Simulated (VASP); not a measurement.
# BaS (Fm-3m) in VASP: a series of runs

The runs below take BaS through relaxation of cell and atoms, with PBEsol.

All numbers are computed with VASP 6.6.1; they aren't measurements. Logs are shortened: lines on timing, memory, paths and dates and some standing lists are left out, and cuts for length are marked.

### Step 1. The structure

The structure is cubic, space group Fm-3m (No. 225). Conventional cell: a = 6.451 Å, b = 6.451 Å, c = 6.451 Å, α = 90.00°, β = 90.00°, γ = 90.00°. Around Ba (site symmetry m-3m) lie 6 S at 3.23 Å. S (site symmetry m-3m) has 6 Ba at 3.23 Å as nearest neighbours.

The cell is a database's computed one.

### Step 2. Relaxation of cell and atoms, PBEsol

File INCAR:

```
PREC = Accurate
ENCUT = 300
EDIFF = 1E-7
ISMEAR = 0
SIGMA = 0.02
LREAL = False
LASPH = True
NELM = 80
ALGO = Normal
ISIF = 3
LWAVE = False
LCHARG = False
GGA = PS
IBRION = 2
NSW = 90
EDIFFG = -0.005
```

File KPOINTS:

```
regular mesh
0
Gamma
  8 8 8
```

File POSCAR:

```
BaS
1.0
    0.0000000000      3.2256756200      3.2256756200
    3.2256756200      0.0000000000      3.2256756200
    3.2256756200      3.2256756200      0.0000000000
Ba S
1 1
Direct
    0.0000000000      0.0000000000      0.0000000000
    0.5000000000      0.5000000000      0.5000000000
```

Potentials or basis: VASP PAW PBE potentials, release 64 (Ba_sv, S).

On the command line:

```bash
> cat potpaw_PBE.64/Ba_sv/POTCAR potpaw_PBE.64/S/POTCAR > POTCAR
> mpirun -np 1 vasp_std > vasp.out
```

OUTCAR:

```text
PREC = Accurate
   ENCUT = 300
   EDIFF = 1E-7
   ISMEAR = 0
   LREAL = False
   LASPH = True
   NELM = 80
   ISIF = 3
   GGA = PS
   IBRION = 2
   NSW = 90
   EDIFFG = -0.005

 ion  position               nearest neighbor table
   1  0.000  0.000  0.000-   2 3.23   2 3.23   2 3.23   2 3.23   2 3.23   2 3.23
   2  0.500  0.500  0.500-   1 3.23   1 3.23   1 3.23   1 3.23   1 3.23   1 3.23

  LATTYP: Found a face centered cubic cell.
 ALAT       =     6.4513512400

  Lattice vectors:

 A1 = (   0.0000000000,   3.2256756200,   3.2256756200)
 A2 = (   3.2256756200,   0.0000000000,   3.2256756200)
 A3 = (   3.2256756200,   3.2256756200,   0.0000000000)

Analysis of symmetry for initial positions (statically):
=====================================================================
 Subroutine PRICEL returns:
 Original cell was already a primitive cell.

 Routine SETGRP: Setting up the symmetry group for a
 face centered cubic supercell.

 Subroutine GETGRP returns: Found 48 space group operations
 (whereof 48 operations were pure point group operations)
 out of a pool of 48 trial point group operations.

The static configuration has the point symmetry O_h .

Analysis of symmetry for dynamics (positions and initial velocities):
=====================================================================
 Subroutine PRICEL returns:
 Original cell was already a primitive cell.

 Routine SETGRP: Setting up the symmetry group for a
 face centered cubic supercell.

 Subroutine GETGRP returns: Found 48 space group operations
 (whereof 48 operations were pure point group operations)
 out of a pool of 48 trial point group operations.

The dynamic configuration has the point symmetry O_h .

 Subroutine INISYM returns: Found 48 space group operations
 (whereof 48 operations are pure point group operations),
 and found     1 'primitive' translations

----------------------------------------------------------------------------------------

                                     Primitive cell

  volume of cell :      67.1262

  direct lattice vectors                    reciprocal lattice vectors
     0.000000000  3.225675620  3.225675620    -0.155006287  0.155006287  0.155006287
     3.225675620  0.000000000  3.225675620     0.155006287 -0.155006287  0.155006287
     3.225675620  3.225675620  0.000000000     0.155006287  0.155006287 -0.155006287

  length of vectors
     4.561794210  4.561794210  4.561794210     0.268478764  0.268478764  0.268478764

  position of ions in fractional coordinates (direct lattice)
     0.000000000  0.000000000  0.000000000
     0.500000000  0.500000000  0.500000000

  ion indices of the primitive-cell ions
   primitive index   ion index
                 1           1
                 2           2

----------------------------------------------------------------------------------------

 KPOINTS: regular mesh

Automatic generation of k-mesh.
 Grid dimensions read from file:
 generate k-points for:    8    8    8

 Generating k-lattice:

  Cartesian coordinates                     Fractional coordinates (reciprocal lattice)
    -0.019375786  0.019375786  0.019375786     0.125000000  0.000000000  0.000000000
     0.019375786 -0.019375786  0.019375786     0.000000000  0.125000000  0.000000000
     0.019375786  0.019375786 -0.019375786     0.000000000  0.000000000  0.125000000

  Length of vectors
     0.033559846  0.033559846  0.033559846

  Shift w.r.t. Gamma in fractional coordinates (k-lattice)
     0.000000000  0.000000000  0.000000000

 Subroutine IBZKPT returns following result:
 ===========================================

 Found     29 irreducible k-points:

 Following reciprocal coordinates:
            Coordinates               Weight
  0.000000  0.000000  0.000000      1.000000
  0.125000  0.000000  0.000000      8.000000
  0.250000  0.000000  0.000000      8.000000
  0.375000  0.000000  0.000000      8.000000
  0.500000  0.000000  0.000000      4.000000
  0.125000  0.125000  0.000000      6.000000
[... 16 lines left out ...]
  0.500000  0.250000  0.125000     48.000000
 -0.375000  0.250000  0.125000     24.000000
 [... further k-points ...]
   k-points           NKPTS =     29   k-points in BZ     NKDIM =     29   number of bands    NBANDS=     12
   number of dos      NEDOS =    301   number of ions     NIONS =      2
   total plane-waves  NPLWV =  21952
   dimension x,y,z NGX =    28 NGY =   28 NGZ =   28
   dimension x,y,z NGXF=    56 NGYF=   56 NGZF=   56
   ions per type =               1   1
   NGX,Y,Z   is equivalent  to a cutoff of  10.20, 10.20, 10.20 a.u.
   NGXF,Y,Z  is equivalent  to a cutoff of  20.41, 20.41, 20.41 a.u.
 SYSTEM =  unknown system
   PREC   = accura    normal or accurate (medium, high low for compatibility)
   ISTART =      0    job   : 0-new  1-cont  2-samecut
   ICHARG =      2    charge: 1-file 2-atom 10-const
   ISPIN  =      1    spin polarized calculation?
   LNONCOLLINEAR =      F non collinear calculations
   LSORBIT =      F    spin-orbit coupling
   LASPH  =      T    aspherical Exc in radial PAW
   ENCUT  =  300.0 eV  22.05 Ry    4.70 a.u.   6.44  6.44  6.44*2*pi/ulx,y,z
   NELM   =     80;   NELMIN=  2; NELMDL= -5     # of ELM steps
   EDIFF  = 0.1E-06   stopping-criterion for ELM
   LREAL  =      F    real-space projection
   EDIFFG = -.5E-02   stopping-criterion for IOM
   NSW    =     90    number of steps for IOM
   IBRION =      2    ionic relax: 0-MD 1-quasi-New 2-CG
   NFREE  =      1    steps in history (QN), initial steepest desc. (CG)
   ISIF   =      3    stress and relaxation
   ISYM   =      2    0-nonsym 1-usesym 2-fastsym
   POTIM  = 0.5000    time-step for ionic-motion
   TEBEG  =    0.0;   TEEND  =   0.0 temperature during run
   PSTRESS=    0.0 pullay stress
   NELECT =      16.0000    total number of electrons
   NUPDOWN=      -1.0000    fix difference up-down
   EMIN   =  10.00;   EMAX   =-10.00  energy-range for DOS
   EFERMI =   0.00;   METHOD = LEGACY
   ISMEAR =     0;   SIGMA  =   0.02  broadening in eV -4-tet -1-fermi 0-gaus
   EFERMI_NEDOS =   21; number of points for ismear=-14 and -15
   IALGO  =     38    algorithm
   IMIX   =      4    mixing-type and parameters
     AMIX     =   0.40;   BMIX     =  1.00
     AMIX_MAG =   1.60;   BMIX_MAG =  1.00
  volume/ion in A,a.u.               =      33.56       226.49
  Fermi-wavevector in a.u.,A,eV,Ry     =   1.015042  1.918152 14.018230  1.030311
  Thomas-Fermi vector in A             =   2.148305
   LORBIT       =      0    0 simple, 1 ext, 2 COOP (PROOUT), +10 PAW based schemes
   GGA     = PS    functional components
   LHFCALC =     F    Hartree Fock is set to
   AEXX    =    0.0000 exact exchange contribution
   IVDW    =     0    specifies the selected vdW correction
   LEPSILON=     F    determine dielectric tensor
   LRPA    =     F    only Hartree local field effects (RPA)
 conjugate gradient relaxation of ions
 non-spin polarized calculation
 Gauss-broadening in eV      SIGMA  =   0.02
  energy-cutoff  :      300.00
  volume of cell :       67.13
 maximum number of plane-waves:       821
 NGX is ok and might be reduce to    28
   NGX = 13   NGY = 13   NGZ = 13

--------------------------------------- Ionic step        1  -------------------------------------------

 number of electron      16.0000001 magnetization

 Free energy of the ion-electron system (eV)
  ---------------------------------------------------
  ext. energy  EPLUGINS =         0.00000000
  ---------------------------------------------------
  free energy    TOTEN  =       -10.70344386 eV

  energy without entropy =      -10.70344386  energy(sigma->0) =      -10.70344386

------------------------ aborting loop because EDIFF is reached ----------------------------------------

  FORCE on cell =-STRESS in cart. coord.  units (eV):
  Direction    XX          YY          ZZ          XY          YZ          ZX
  --------------------------------------------------------------------------------------
  -------------------------------------------------------------------------------------
  Total       -0.7666055     -0.7666055     -0.7666055      0.0000000      0.0000000      0.0000000
  in kB      -18.2974436    -18.2974436    -18.2974436      0.0000000      0.0000000      0.0000000
  external PRESSURE =     -18.2974436 kB  Pullay stress =       0.0000000 kB
[... 57 lines left out ...]
  energy  without entropy=      -10.7185294581  energy(sigma->0) =      -10.71852946

--------------------------------------- Ionic step        3  -------------------------------------------

 number of electron      16.0000003 magnetization

 Free energy of the ion-electron system (eV)
  ---------------------------------------------------
  ext. energy  EPLUGINS =         0.00000000
  ---------------------------------------------------
  free energy    TOTEN  =       -10.72016152 eV

  energy without entropy =      -10.72016152  energy(sigma->0) =      -10.72016152

 E-fermi :   1.5556     XC(G=0):  -8.8780

 val. band max:        1.4111105537   @ k =   0.0000   0.0000   0.0000
 cond. band min:       3.3693189179   @ k =   0.5000   0.5000   0.0000
 fundamental gap:      1.9582083642
 Fermi energy:         1.5556427085

 k-point     1 :       0.0000    0.0000    0.0000
  band No.  band energies     occupation
      1     -24.5842      2.00000
      2      -9.6248      2.00000
      3      -9.6248      2.00000
      4      -9.6248      2.00000
      5      -8.9630      2.00000
      6       1.4111      2.00000
      7       1.4111      2.00000
      8       1.4111      2.00000
      9       4.8815      0.00000
     10       5.1963      0.00000
     11       5.1963      0.00000
     12       5.1963      0.00000
[... 331 lines left out ...]
 k-point    24 :      -0.3750    0.2500    0.1250
  band No.  band energies     occupation
      1     -24.5278      2.00000
      2     -10.6334      2.00000
      3      -9.8356      2.00000
      4      -9.7386      2.00000
      5      -7.9495      2.00000
      6      -0.1371      2.00000
      7       0.5147      2.00000
      8       0.5983      2.00000
      9       6.0134      0.00000
     10       6.2152      0.00000
     11       8.0793      0.00000
     12       8.3035      0.00000

 [... further k-points ...]

------------------------ aborting loop because EDIFF is reached ----------------------------------------

  FORCE on cell =-STRESS in cart. coord.  units (eV):
  Direction    XX          YY          ZZ          XY          YZ          ZX
  --------------------------------------------------------------------------------------
  -------------------------------------------------------------------------------------
  Total        0.0002870      0.0002870      0.0002870     -0.0000000      0.0000000      0.0000000
  in kB        0.0071514      0.0071514      0.0071514     -0.0000000      0.0000000      0.0000000
  external PRESSURE =       0.0071514 kB  Pullay stress =       0.0000000 kB
[... 17 lines left out ...]
  FREE ENERGIE OF THE ION-ELECTRON SYSTEM (eV)
  ---------------------------------------------------
  free  energy   TOTEN  =       -10.7201615164 eV

  energy  without entropy=      -10.7201615164  energy(sigma->0) =      -10.72016152

 reached required accuracy - stopping structural energy minimisation
```

It took 17 s on 1 thread of AMD EPYC 9R45 (Zen 5), shared host; peak memory 0.13 GiB.

What came out:

- Free energy: -10.7202 eV
- Relaxed volume: 32.15 Å³/atom
- Relaxed cell: a = 4.497 Å, b = 4.497 Å, c = 4.497 Å, α = 60.00°, β = 60.00°, γ = 60.00°
- Space group after relaxing (to 0.05 Å): Fm-3m (No. 225)
- Energy gained by relaxing: 8.4 meV/atom
- Ionic steps: 3
- Pressure after relaxing: 0.0 GPa
- Band gap on the k mesh: 1.96 eV, indirect (least direct gap 2.09 eV)

The path:
| step | energy change (eV) | largest force (eV/Å) | pressure (GPa) | volume (Å³) |
| --- | --- | --- | --- | --- |
| 1 | 0.0000 | 0.0000 | -1.83 | 67.13 |
| 2 | -0.0151 | 0.0000 | 0.63 | 63.47 |
| 3 | -0.0167 | 0.0000 | 0.00 | 64.31 |

Final structure:
```cif
data_structure
_symmetry_space_group_name_H-M 'P 1'
_symmetry_Int_Tables_number 1
_cell_length_a 4.4970
_cell_length_b 4.4970
_cell_length_c 4.4970
_cell_angle_alpha 60.000
_cell_angle_beta 60.000
_cell_angle_gamma 60.000
_cell_volume 64.31
loop_
_atom_site_label
_atom_site_type_symbol
_atom_site_fract_x
_atom_site_fract_y
_atom_site_fract_z
_atom_site_occupancy
Ba1 Ba 0.00000 0.00000 0.00000 1
S1 S 0.50000 0.50000 0.50000 1
```

Levels at points of the mesh, in eV from the valence-band top:
```
           k point  band 4  band 5  band 6  band 7  band 8  band 9  band 10  band 11  band 12
(0.00, 0.00, 0.00)  -11.04  -10.37    0.00    0.00    0.00    3.47     3.79     3.79     3.79
(0.50, 0.00, 0.00)  -11.08   -9.04   -2.02   -1.13   -1.13    5.51     5.56     6.31     6.31
(0.50, 0.50, 0.00)  -11.24  -10.28   -0.52   -0.13   -0.13    1.96     5.94     6.00     7.56
```

Caveat: the cutoff is under 1.25 times the usual one of these potentials, so pressure, stress and relaxed cells hold a basis-set (Pulay) error; the PAW data sets were made with another functional, which shifts forces and pressure a little; spin-orbit coupling is left out, which moves the levels of the heavy elements.

### Step 3. Relaxation of cell and atoms, PBEsol

INCAR, as its differences from that of step 2:

```diff
@@ -1,3 +1,3 @@
 PREC = Accurate
-ENCUT = 300
+ENCUT = 600
 EDIFF = 1E-7
```

File KPOINTS:

```
regular mesh
0
Gamma
  4 4 4
```

POSCAR is that of step 2.

Potentials or basis: VASP PAW PBE potentials, release 64 (Ba_sv, S).

On the command line:

```bash
> cat potpaw_PBE.64/Ba_sv/POTCAR potpaw_PBE.64/S/POTCAR > POTCAR
> mpirun -np 1 vasp_std > vasp.out
```

It took 15 s on 1 thread of AMD EPYC 9R45 (Zen 5), shared host; peak memory 0.17 GiB.

It converged, with:

* Free energy: -10.7135 eV
* Relaxed volume: 32.24 Å³/atom
* Relaxed cell: a = 4.501 Å, b = 4.501 Å, c = 4.501 Å, α = 60.00°, β = 60.00°, γ = 60.00°
* Space group after relaxing (to 0.05 Å): Fm-3m (No. 225)
* Energy gained by relaxing: 7.3 meV/atom
* Ionic steps: 3
* Pressure after relaxing: 0.0 GPa
* Band gap on the k mesh: 1.96 eV, indirect (least direct gap 2.09 eV)

The path:
```
step  energy change (eV)  largest force (eV/Å)  pressure (GPa)  volume (Å³)
   1              0.0000                0.0000           -1.70        67.13
   2             -0.0133                0.0000            0.55        63.74
   3             -0.0146                0.0000            0.00        64.47
```

Final structure:
```yaml
crystal:
  lattice:
    - [0.00000, 3.18259, 3.18259]
    - [3.18259, 0.00000, 3.18259]
    - [3.18259, 3.18259, 0.00000]
  atoms:
    - { symbol: Ba, position: [0.00000, 0.00000, 0.00000] }
    - { symbol: S, position: [0.50000, 0.50000, 0.50000] }
```

Levels at points of the mesh, in eV from the valence-band top:
| k point | band 5 | band 6 | band 7 | band 8 | band 9 | band 10 | band 11 | band 12 |
| --- | --- | --- | --- | --- | --- | --- | --- | --- |
| (0.00, 0.00, 0.00) | -10.37 | 0.00 | 0.00 | 0.00 | 3.45 | 3.78 | 3.78 | 3.78 |
| (0.50, 0.00, 0.00) | -9.05 | -2.02 | -1.13 | -1.13 | 5.50 | 5.55 | 6.29 | 6.29 |
| (0.50, 0.50, 0.00) | -10.27 | -0.53 | -0.13 | -0.13 | 1.96 | 5.92 | 5.98 | 7.53 |

Caveat: the k mesh is coarse (spacing up to 0.42 Å⁻¹), so the values aren't converged; the PAW data sets were made with another functional, which shifts forces and pressure a little; spin-orbit coupling is left out, which moves the levels of the heavy elements. A k mesh can miss the band edges.
